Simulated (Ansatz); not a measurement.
# C (Fd-3m) in Ansatz: settings compared

One crystal, C, is run at these levels: PBE, HSE06; tasks: single point.

Everything below comes from runs of Ansatz 0.2.0. Logs are shortened: lines on timing, memory, paths and dates and some standing lists are left out, and cuts for length are marked.

**1. The crystal as given**

Symmetry: Fd-3m, No. 227, cubic system. Conventional cell: a = 3.567 Å, b = 3.567 Å, c = 3.567 Å, α = 90.00°, β = 90.00°, γ = 90.00°. C (site symmetry -43m) is surrounded by 4 C at 1.54 Å.

This isn't the form of C at room conditions, which is graphite.

**2. Single point, PBE**

Input file input.yaml:

```yaml
crystal:
  lattice:
    - [0.0, 1.78337, 1.78337]
    - [1.78337, 0.0, 1.78337]
    - [1.78337, 1.78337, 0.0]
  atoms:
    - { symbol: C, position: [0.75, 0.75, 0.75] }
    - { symbol: C, position: [0.5, 0.5, 0.5] }
kpoints:
  mp_grid: { grid: [8, 8, 8] }
scf:
  occupations: { method: fermi_dirac, width: 0.05 }
hamiltonian:
  xc: pbe
  pseudopotentials: { kind: all_electron, datasets: crystal }
output:
  forces: true
  stress: true
  eigenvalues: true
  elf: true
  volumetric_format: npy
```

Potentials or basis: all-electron PAW datasets made for the crystal.

Started as:

```console
$ ansatz run input.yaml --threads 1 --pin off --max-ram 3072MiB --backend cpu --events-out ev --progress --plain --runs-dir out
```

Log:

```text
Warning: RAYON_NUM_THREADS=1 ignored (pool sized by the plan → 1); use --threads N
hamiltonian.pseudopotentials.datasets: crystal makes datasets for this crystal and solves the spheres of its atoms anew in each pass: cutoff 540.0 eV, the density's 2160.0 eV; for an error of 0.50 meV an atom under PBE, 1.0 meV for the cell; an energy difference from a run of another recipe may be off by several times the error for the cell, under r2SCAN by more, where some 0.1 meV an atom stays at smaller errors; C in spheres of 0.767 Å, 4 of its electrons in bands
Engine: ansatz 0.2.0, x86_64-unknown-linux-gnu
Pseudopotentials: kind: all_electron
Pseudopotential: C, paw, valence charge 4, recommended cutoff 540 eV (normal), crystal/all_electron/pbe/scalar/gaussian/C, Koelling and Harmon's equation, gaussian nucleus
Functional definition: PBE
  parameter kappa = 0.804
  parameter beta = 0.06672455060314922
  exchange = pbe_x(kappa = kappa, mu = beta*pi^2/3)
  correlation = pbe_c(beta = beta)
Crystal: 2 atoms, lattice volume = 11.344 Å³
Basis set: ecut = 540 eV, 331 PW (Γ), exchange–correlation on 40×40×40 points (8 copies of the dense FFT grid, shifted against one another)
Bands: 8, of which v1, the nominal top of the filled ones, is band 4 counted from 1 (3 counted from 0)
Symmetry: 48 space group operations
Space group: Fd-3m (ITA 227), of the structure as read, at distance tolerance 2.2e-5 Å
k-points: 29 of 512
Non-local potential: C, projectors of the file, l = 0: 1, l = 1: 1
PAW form: soft (Blöchl's): semilocal exchange-correlation on the pseudo side does not see the compensation charge
PAW one-centre angular grid: C, 110 points (default); XC on its mesh's 1881 points in the sphere
Initial density: superposition of atomic densities (neutral atoms: chi_scale 0, normalization atom)
Initial wavefunctions: pseudopotential atomic-orbital guess
Functional: x = pbe(κ = 0.804, μ = 0.2195149727645171), c = pbe(β = 0.06672455060314922)
iter 1 solved again at ethr=2.04e-2 eV; its pass at ethr=1.00e-1 eV (dr2=1.64e0 eV) is discarded
SCF iter   1: F=—  HF=-2073.878300 eV  |F-HF|=—  |Δ(HF+E_count)|=         —  Δρ=1.47e-1  dr2=1.67e0  ethr=2.04e-2  ⟨swp⟩=2.0  Hψ=1387  notcnv=0
preconditioner: auto → none  [insulator: Δε(μ)=4.760 eV  Ē_g=19.701 eV  σ=0.050 eV  W_gap=1.00  n_scr=0 (ndim 8)  ℏωp=31.2 eV  f_vac=0.000  D(μ)=0.00/eV (n_scr^D=0)  ε∞_Penn≈3.5]
SCF iter   2: F=—  HF=-2073.472262 eV  |F-HF|=—  |Δ(HF+E_count)|=   4.06e-1  Δρ=5.90e-2  dr2=2.35e-1  ethr=2.04e-2  ⟨swp⟩=2.7  Hψ=483  notcnv=0
iter 3 solved again at ethr=9.47e-6 eV; its pass at ethr=2.93e-3 eV (dr2=7.57e-4 eV) is discarded
SCF iter   3: F=—  HF=-2073.466007 eV  |F-HF|=—  |Δ(HF+E_count)|=   6.25e-3  Δρ=5.13e-3  dr2=8.06e-4  ethr=9.47e-6  ⟨swp⟩=3.0  Hψ=1256  notcnv=0
SCF iter   4: F=—  HF=-2073.467371 eV  |F-HF|=—  |Δ(HF+E_count)|=   1.36e-3  Δρ=1.45e-3  dr2=6.13e-5  ethr=9.47e-6  ⟨swp⟩=2.0  Hψ=349  notcnv=0
SCF iter   5: F=—  HF=-2073.467574 eV  |F-HF|=—  |Δ(HF+E_count)|=   2.03e-4  Δρ=1.22e-4  dr2=3.32e-7  ethr=7.66e-7  ⟨swp⟩=3.0  Hψ=631  notcnv=0
SCF iter   6: F=-2073.467569 eV  HF=-2073.467569 eV  |F-HF|=5.41e-8  |Δ(HF+E_count)|=   5.22e-6  Δρ=3.49e-5  dr2=9.51e-9  ethr=4.16e-9  ⟨swp⟩=3.0  Hψ=471  notcnv=0
SCF 1 converged in 6 iterations: F = -2073.467567 eV  dr2 = 9.51e-9
  Residual-converged pass: ⟨swp⟩=3.1  Hψ=412  notcnv=0  max |occ|·‖R‖ = 5.2e-6 eV (tolerance 5.3e-6 eV)  dr2=9.47e-9  dr2_onsite=2.42e-9  max |Δocc| = 0.0e0
SCF converged after 6 iterations
Free energy (F): -2073.467567 eV
Harris-Foulkes:  -2073.467567 eV  (|F-HF|=5.41e-8)
Internal energy: -2073.467567 eV  (E = F + TS)
E sigma→0 (E₀):  -2073.467567 eV
Past the cutoff: the bands carry plane waves up to 1.75 times it, of which those up to 1.5 times it add -0.000193 eV an atom, each by itself; the spheres take 0.000114 eV an atom off the energy for waves past 1.75 times it
By the cutoff:   a pressure is off by up to 0.008 GPa (1.2 times the spheres' own share and the shells' term, over an atom's volume, and 0.004 GPa: a bound that held against runs at twice the plane waves)
Past the cutoffs: a stress includes 0.0022 GPa for waves and charges beyond them, in addition to the slope of what the spheres take
In the spheres:  the bands' charges fall short by 1.3e-6 e at most (sound up to 1e-3)
Fermi energy:    15.681679 eV
--- Per-component energies (eV) ---
  E_band       = 37.266128
  E_kinetic    = 184.610277
  E_local      = -67.646652  (includes V_loc(G=0)·N_el)
  E_nonlocal   = 1.803077
  E_hartree    = 26.832881
  E_xc         = -92.656916
  E_vxc        = -120.438872  (∫ρ·V_xc dr)
  E_paw        = -1921.447523  (= ΣΔE_a)
  E_vpaw       = -157.726427  (= ΣTr[D̂ρ^β])
  E_ewald      = -347.961363
  E_smearing   = -0.000000  (= −TS)
  E_closure    = 142.998652  (closes the sum)
  Σ components = -2073.467567   (vs F -2073.467567, Δ=0.00e0)
  The terms above E_closure are by the made datasets' own strengths, without shells solved beside the bands.
--- Forces (eV/Å), atoms counted from 1 ---
  atom   1  C      0.00000000    -0.00000000     0.00000000
  atom   2  C      0.00000000    -0.00000000    -0.00000000
  max |Σ_I F_I| component: 3.15e-16 eV/Å
--- Stress (GPa, compression-positive) ---
        1.759355      -0.000000       0.000000
       -0.000000       1.759355       0.000000
        0.000000      -0.000000       1.759355
  P = ⅓ Tr σ = 1.7594 GPa (17.594 kbar)
--- Band table (eV; the first three rows and the last of 29) ---
  k-point 0: bands = ["-7.8411", "13.6286", "13.6286", "13.6286", "19.2286", "19.2286"]
  k-point 1: bands = ["-7.4093", "11.2159", "12.9771", "12.9771", "20.0861", "20.0861"]
  k-point 2: bands = ["-6.1269", "7.0407", "11.8844", "11.8844", "21.4261", "21.4261"]
  k-point 28: bands = ["1.6596", "1.6596", "5.3096", "5.3096", "24.2554", "24.2554"]
```

It took 3.5 s on 1 thread of Intel Xeon at 2.50GHz (Skylake/Cascade Lake), shared host; peak memory 0.28 GiB.

Results:

```
Free energy            : -2073.4676 eV
Pressure               : 1.8 GPa
Band gap on the k mesh : 4.14 eV, indirect (least direct gap 5.60 eV)
```

Levels at points of the mesh, in eV from the valence-band top:
| k point | band 1 | band 2 | band 3 | band 4 | band 5 | band 6 |
| --- | --- | --- | --- | --- | --- | --- |
| (0.00, 0.00, 0.00) | -21.47 | 0.00 | 0.00 | 0.00 | 5.60 | 5.60 |
| (0.00, 0.00, -0.50) | -15.70 | -13.37 | -2.80 | -2.80 | 8.47 | 8.47 |
| (0.00, -0.50, -0.50) | -12.76 | -12.76 | -6.30 | -6.30 | 4.77 | 4.77 |

A k mesh can miss the band edges. Expect the measured gap to be larger: semilocal functionals such as PBE lack the derivative discontinuity.

**3. Single point, HSE06**

Edit input.yaml of step 2 so:

```diff
@@ -13,3 +13,3 @@
 hamiltonian:
-  xc: pbe
+  xc: hse06
   pseudopotentials: { kind: all_electron, datasets: crystal }
@@ -18,4 +18 @@
   stress: true
-  eigenvalues: true
-  elf: true
-  volumetric_format: npy
```

Potentials or basis: all-electron PAW datasets made for the crystal.

Started as:

```console
$ ansatz run input.yaml --threads 1 --pin off --max-ram 3072MiB --backend cpu --events-out ev --progress --plain --runs-dir out
```

It took 2.6 min on 1 thread of Intel Xeon at 2.50GHz (Skylake/Cascade Lake), shared host; peak memory 0.6 GiB.

The run converged. Its results:

* Free energy: -2073.6208 eV
* Pressure: -8.1 GPa
* Band gap on the k mesh: 5.29 eV, indirect (least direct gap 6.98 eV)

Levels at points of the mesh, in eV from the valence-band top:
```csv
k point,band 1,band 2,band 3,band 4,band 5,band 6
"(0.00, 0.00, 0.00)",-23.52,0.00,0.00,0.00,6.98,6.98
"(0.00, 0.00, -0.50)",-17.31,-14.61,-3.06,-3.06,10.02,10.02
"(0.00, -0.50, -0.50)",-14.06,-14.06,-6.86,-6.86,5.91,5.91
```

A k mesh can miss the band edges.
